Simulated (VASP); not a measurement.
# AlN (P6_3mc) in VASP: further runs

The runs below take AlN through relaxation of cell and atoms, with PBEsol.

Everything below comes from runs of VASP 6.6.1. Logs are shortened: lines on timing, memory, paths and dates and some standing lists are left out, and cuts for length are marked.

## (1) The crystal as given

The structure is hexagonal, space group P6_3mc (No. 186). The conventional cell has a = 3.113 Å, b = 3.113 Å, c = 4.981 Å, α = 90.00°, β = 90.00°, γ = 120.00°. Around Al (site symmetry 3m) lie 4 N at 1.89 Å. Around N (site symmetry 3m) lie 4 Al at 1.89 Å.

## (2) Relaxation of cell and atoms, PBEsol

INCAR reads:

```
PREC     = Accurate       # precision mode
ENCUT    = 600            # plane-wave cutoff, eV
EDIFF    = 1E-6           # SCF threshold, eV
ISMEAR   = 0              # smearing method
SIGMA    = 0.03           # smearing width, eV
LREAL    = False          # projectors in reciprocal space
LASPH    = True           # aspherical terms in the spheres
NELM     = 80             # most SCF steps
ALGO     = Normal         # electronic algorithm
ISIF     = 3              # what is computed and relaxed
LWAVE    = False          # write WAVECAR
LCHARG   = False          # write CHGCAR
GGA      = PS             # functional
IBRION   = 2              # ionic algorithm
NSW      = 90             # ionic steps
EDIFFG   = -0.01          # ionic threshold
KPAR     = 2
```

KPOINTS reads:

```
Automatic mesh
0
Gamma
  12 12 6
```

POSCAR reads:

```
AlN
1.0
    3.1130000000      0.0000000000      0.0000000000
   -1.5565000000      2.6959370820      0.0000000000
    0.0000000000      0.0000000000      4.9810000000
Al N
2 2
Direct
    0.3333333333      0.6666666667      0.0000000000
    0.6666666667      0.3333333333      0.5000000000
    0.3333333333      0.6666666667      0.3800000000
    0.6666666667      0.3333333333      0.8800000000
```

Potentials or basis: VASP PAW PBE potentials, release 64 (Al, N).

Run with:

```bash
$ cat potpaw_PBE.64/Al/POTCAR potpaw_PBE.64/N/POTCAR > POTCAR
$ mpirun -np 2 vasp_std > vasp.out
```

OUTCAR:

```text
PREC = Accurate
   ENCUT = 600
   EDIFF = 1E-6
   ISMEAR = 0
   LREAL = False
   LASPH = True
   NELM = 80
   ISIF = 3
   GGA = PS
   IBRION = 2
   NSW = 90
   EDIFFG = -0.01

 ion  position               nearest neighbor table
   1  0.333  0.667  0.000-   3 1.89   4 1.89   4 1.89   4 1.89   2 3.07   2 3.07   2 3.07   2 3.07
                             2 3.07   2 3.07
   2  0.667  0.333  0.500-   4 1.89   3 1.89   3 1.89   3 1.89   1 3.07   1 3.07   1 3.07   1 3.07
                             1 3.07   1 3.07
   3  0.333  0.667  0.380-   1 1.89   2 1.89   2 1.89   2 1.89
   4  0.667  0.333  0.880-   2 1.89   1 1.89   1 1.89   1 1.89

  LATTYP: Found a hexagonal cell.
 ALAT       =     3.1130000000
 C/A-ratio  =     1.6000642467

  Lattice vectors:

 A1 = (   3.1130000000,   0.0000000000,   0.0000000000)
 A2 = (  -1.5565000000,   2.6959370820,   0.0000000000)
 A3 = (   0.0000000000,   0.0000000000,   4.9810000000)

Analysis of symmetry for initial positions (statically):
=====================================================================
 Subroutine PRICEL returns:
 Original cell was already a primitive cell.

 Routine SETGRP: Setting up the symmetry group for a
 hexagonal supercell.

 Subroutine GETGRP returns: Found 12 space group operations
 (whereof  6 operations were pure point group operations)
 out of a pool of 24 trial point group operations.

The static configuration has the point symmetry C_3v.
 The point group associated with its full space group is C_6v.

Analysis of symmetry for dynamics (positions and initial velocities):
=====================================================================
 Subroutine PRICEL returns:
 Original cell was already a primitive cell.

 Routine SETGRP: Setting up the symmetry group for a
 hexagonal supercell.

 Subroutine GETGRP returns: Found 12 space group operations
 (whereof  6 operations were pure point group operations)
 out of a pool of 24 trial point group operations.

The dynamic configuration has the point symmetry C_3v.
 The point group associated with its full space group is C_6v.

 Subroutine INISYM returns: Found 12 space group operations
 (whereof  6 operations are pure point group operations),
 and found     1 'primitive' translations

----------------------------------------------------------------------------------------

                                     Primitive cell
[... 111 lines left out ...]
   EFERMI_NEDOS =   21; number of points for ismear=-14 and -15
   IALGO  =     38    algorithm
   IMIX   =      4    mixing-type and parameters
     AMIX     =   0.40;   BMIX     =  1.00
     AMIX_MAG =   1.60;   BMIX_MAG =  1.00
  volume/ion in A,a.u.               =      10.45        70.52
  Fermi-wavevector in a.u.,A,eV,Ry     =   1.188629  2.246183 19.222843  1.412839
  Thomas-Fermi vector in A             =   2.324754
   LORBIT       =      0    0 simple, 1 ext, 2 COOP (PROOUT), +10 PAW based schemes
   GGA     = PS    functional components
   LHFCALC =     F    Hartree Fock is set to
   AEXX    =    0.0000 exact exchange contribution
   IVDW    =     0    specifies the selected vdW correction
   LEPSILON=     F    determine dielectric tensor
   LRPA    =     F    only Hartree local field effects (RPA)
 conjugate gradient relaxation of ions
 non-spin polarized calculation
 Gauss-broadening in eV      SIGMA  =   0.03
  energy-cutoff  :      600.00
  volume of cell :       41.80
 maximum number of plane-waves:      1412
 NGX is ok and might be reduce to    28
   NGX = 13   NGY = 13   NGZ = 19

--------------------------------------- Ionic step        1  -------------------------------------------

 number of electron      16.0000000 magnetization

 Free energy of the ion-electron system (eV)
  ---------------------------------------------------
  ext. energy  EPLUGINS =         0.00000000
  ---------------------------------------------------
  free energy    TOTEN  =       -31.31436159 eV

  energy without entropy =      -31.31436159  energy(sigma->0) =      -31.31436159

------------------------ aborting loop because EDIFF is reached ----------------------------------------

  FORCE on cell =-STRESS in cart. coord.  units (eV):
  Direction    XX          YY          ZZ          XY          YZ          ZX
  --------------------------------------------------------------------------------------
  -------------------------------------------------------------------------------------
  Total       -0.1199916     -0.1199916      0.2711606      0.0000000     -0.0000000     -0.0000000
  in kB       -4.5989221     -4.5989221     10.3927816      0.0000000     -0.0000000     -0.0000000
  external PRESSURE =       0.3983125 kB  Pullay stress =       0.0000000 kB
[... 177 lines left out ...]
--------------------------------------- Ionic step        6  -------------------------------------------

 number of electron      15.9999999 magnetization

 Free energy of the ion-electron system (eV)
  ---------------------------------------------------
  ext. energy  EPLUGINS =         0.00000000
  ---------------------------------------------------
  free energy    TOTEN  =       -31.31569257 eV

  energy without entropy =      -31.31569257  energy(sigma->0) =      -31.31569257

 E-fermi :   6.2113     XC(G=0): -11.1048

 val. band max:        6.0635553056   @ k =   0.0000   0.0000   0.0000
 cond. band min:      10.1847279186   @ k =   0.0000   0.0000   0.0000
 fundamental gap:      4.1211726130
 Fermi energy:         6.2112579473

 k-point     1 :       0.0000    0.0000    0.0000
  band No.  band energies     occupation
      1      -9.1072      2.00000
      2      -6.9228      2.00000
      3       0.0069      2.00000
      4       5.1827      2.00000
      5       5.1827      2.00000
      6       5.8377      2.00000
      7       5.8377      2.00000
      8       6.0636      2.00000
      9      10.1847      0.00000
     10      12.6178      0.00000
     11      16.5653      0.00000
     12      17.0875      0.00000
[... 331 lines left out ...]
 k-point    24 :       0.3333    0.0000    0.1667
  band No.  band energies     occupation
      1      -7.7663      2.00000
      2      -6.5102      2.00000
      3       1.1007      2.00000
      4       2.0795      2.00000
      5       2.6908      2.00000
      6       4.2656      2.00000
      7       5.2605      2.00000
      8       5.3931      2.00000
      9      11.7915      0.00000
     10      12.5873      0.00000
     11      14.4547      0.00000
     12      16.1278      0.00000

 [... further k-points ...]
[... 5 lines left out ...]
  --------------------------------------------------------------------------------------
  -------------------------------------------------------------------------------------
  Total        0.0201304      0.0201304      0.0265649      0.0000000      0.0000000      0.0000000
  in kB        0.7717021      0.7717021      1.0183693      0.0000000      0.0000000      0.0000000
  external PRESSURE =       0.8539245 kB  Pullay stress =       0.0000000 kB
[... 19 lines left out ...]
  FREE ENERGIE OF THE ION-ELECTRON SYSTEM (eV)
  ---------------------------------------------------
  free  energy   TOTEN  =       -31.3156925723 eV

  energy  without entropy=      -31.3156925723  energy(sigma->0) =      -31.31569257

 reached required accuracy - stopping structural energy minimisation
```

OSZICAR:

```text
N       E                     dE             d eps       ncg     rms          rms(c)
DAV:   1     0.552356370558E+02    0.55236E+02   -0.82979E+03  1824   0.134E+03
DAV:   2    -0.314610785491E+02   -0.86697E+02   -0.79787E+02  2700   0.243E+02
DAV:   3    -0.357298374655E+02   -0.42688E+01   -0.42527E+01  2408   0.586E+01
[... 38 lines left out ...]
       N       E                     dE             d eps       ncg     rms          rms(c)
DAV:   1    -0.313157497141E+02   -0.63033E-04   -0.19879E-03  1912   0.433E-01    0.491E-02
DAV:   2    -0.313156952906E+02    0.54424E-04   -0.14998E-04  2208   0.103E-01    0.145E-02
DAV:   3    -0.313156931795E+02    0.21111E-05   -0.11621E-05  2092   0.313E-02    0.534E-03
DAV:   4    -0.313156925723E+02    0.60722E-06   -0.11396E-06  1016   0.967E-03
   6 F= -.31315693E+02 E0= -.31315693E+02  d E =-.630851E-05
```

CONTCAR:

```text
AlN
   1.00000000000000
     3.1127044167417712    0.0000000000000000   -0.0000000000000000
    -1.5563522083708856    2.6956810993894349    0.0000000000000000
     0.0000000000000000   -0.0000000000000000    4.9808959607079260
  Al              N
     2     2
Direct
     0.3333333332999970    0.6666666667000030    0.9989884320368501
     0.6666666667000030    0.3333333332999970    0.4989884320368501
     0.3333333332999970    0.6666666667000030    0.3810115679631525
     0.6666666667000030    0.3333333332999970    0.8810115679631525

  0.00000000E+00  0.00000000E+00  0.00000000E+00
  0.00000000E+00  0.00000000E+00  0.00000000E+00
  0.00000000E+00  0.00000000E+00  0.00000000E+00
  0.00000000E+00  0.00000000E+00  0.00000000E+00
```

Wall time 43 s (2 MPI ranks of AMD EPYC 9R45 (Zen 5), shared host); peak memory 0.17 GiB.

What came out:

```
Free energy                            : -31.3157 eV
Relaxed volume                         : 10.45 Å³/atom
Relaxed cell                           : a = 3.113 Å, b = 3.113 Å, c = 4.981 Å, α = 90.00°, β = 90.00°, γ = 120.00°
Space group after relaxing (to 0.05 Å) : P6_3mc (No. 186)
Energy gained by relaxing              : 0.3 meV/atom
Ionic steps                            : 6
Pressure after relaxing                : 0.1 GPa
Band gap on the k mesh                 : 4.12 eV, direct
```

The path:
```csv
step,energy change (eV),largest force (eV/Å),pressure (GPa),volume (Å³)
1,0.0000,0.1321,0.04,41.80
2,-0.0003,0.0871,0.02,41.82
3,-0.0012,0.0143,0.05,41.81
4,-0.0013,0.0063,-0.06,41.83
5,-0.0013,0.0013,-0.12,41.84
6,-0.0013,0.0005,0.09,41.79
```

Final structure:
```cif
data_structure
_symmetry_space_group_name_H-M 'P 1'
_symmetry_Int_Tables_number 1
_cell_length_a 3.1127
_cell_length_b 3.1127
_cell_length_c 4.9809
_cell_angle_alpha 90.000
_cell_angle_beta 90.000
_cell_angle_gamma 120.000
_cell_volume 41.79
loop_
_atom_site_label
_atom_site_type_symbol
_atom_site_fract_x
_atom_site_fract_y
_atom_site_fract_z
_atom_site_occupancy
Al1 Al 0.33333 0.66667 0.99899 1
Al2 Al 0.66667 0.33333 0.49899 1
N1 N 0.33333 0.66667 0.38101 1
N2 N 0.66667 0.33333 0.88101 1
```

Caveat: the PAW data sets were made with another functional, which shifts forces and pressure a little.

## (3) Relaxation of cell and atoms, PBEsol

INCAR, as its differences from that of step 2:

```diff
@@ -2,3 +2,3 @@
 ENCUT    = 600            # plane-wave cutoff, eV
-EDIFF    = 1E-6           # SCF threshold, eV
+EDIFF    = 1E-7           # SCF threshold, eV
 ISMEAR   = 0              # smearing method
@@ -15,3 +15,3 @@
 NSW      = 90             # ionic steps
-EDIFFG   = -0.01          # ionic threshold
+EDIFFG   = -0.005         # ionic threshold
 KPAR     = 2
```

KPOINTS is that of step 2.

POSCAR reads:

```
AlN                                     
1.0
    3.1127044167      0.0000000000     -0.0000000000
   -1.5563522084      2.6956810994      0.0000000000
    0.0000000000     -0.0000000000      4.9808959607
  Al              N             
     2     2
Direct
     0.3333333332999970    0.6666666667000030    0.9989884320368501
     0.6666666667000030    0.3333333332999970    0.4989884320368501
     0.3333333332999970    0.6666666667000030    0.3810115679631525
     0.6666666667000030    0.3333333332999970    0.8810115679631525
```

Potentials or basis: VASP PAW PBE potentials, release 64 (Al, N).

Run with:

```bash
$ cat potpaw_PBE.64/Al/POTCAR potpaw_PBE.64/N/POTCAR > POTCAR
$ mpirun -np 2 vasp_std > vasp.out
```

Run time: 29 s. Hardware: 2 MPI ranks of AMD EPYC 9R45 (Zen 5), shared host; peak memory 0.16 GiB.

The run converged. Its results:

| Item | Value |
| --- | --- |
| Free energy | -31.3157 eV |
| Relaxed volume | 10.45 Å³/atom |
| Relaxed cell | a = 3.113 Å, b = 3.113 Å, c = 4.982 Å, α = 90.00°, β = 90.00°, γ = 120.00° |
| Space group after relaxing (to 0.05 Å) | P6_3mc (No. 186) |
| Energy gained by relaxing | 0.0 meV/atom |
| Ionic steps | 3 |
| Pressure after relaxing | 0.0 GPa |
| Band gap on the k mesh | 4.12 eV, direct |

Final structure:
```
CELL_PARAMETERS angstrom
3.11310 0.00000 0.00000
-1.55655 2.69603 0.00000
0.00000 0.00000 4.98181
ATOMIC_POSITIONS crystal
Al 0.33333 0.66667 0.99899
Al 0.66667 0.33333 0.49899
N 0.33333 0.66667 0.38101
N 0.66667 0.33333 0.88101
```

Levels at points of the mesh, in eV from the valence-band top:
```
           k point  band 4  band 5  band 6  band 7  band 8  band 9  band 10  band 11  band 12
(0.00, 0.00, 0.00)   -0.88   -0.88   -0.23   -0.23    0.00    4.12     6.55    10.50    11.02
(0.50, 0.00, 0.00)   -4.20   -3.38   -2.12   -1.81   -0.70    5.67     5.67     8.07    10.16
(0.00, 0.00, 0.50)   -3.36   -0.56   -0.56   -0.56   -0.56    6.37     6.37    10.20    10.20
(0.50, 0.00, 0.50)   -5.66   -1.49   -1.49   -1.38   -1.38    5.17     5.17     9.12     9.12
```

Caveat: the PAW data sets were made with another functional, which shifts forces and pressure a little.
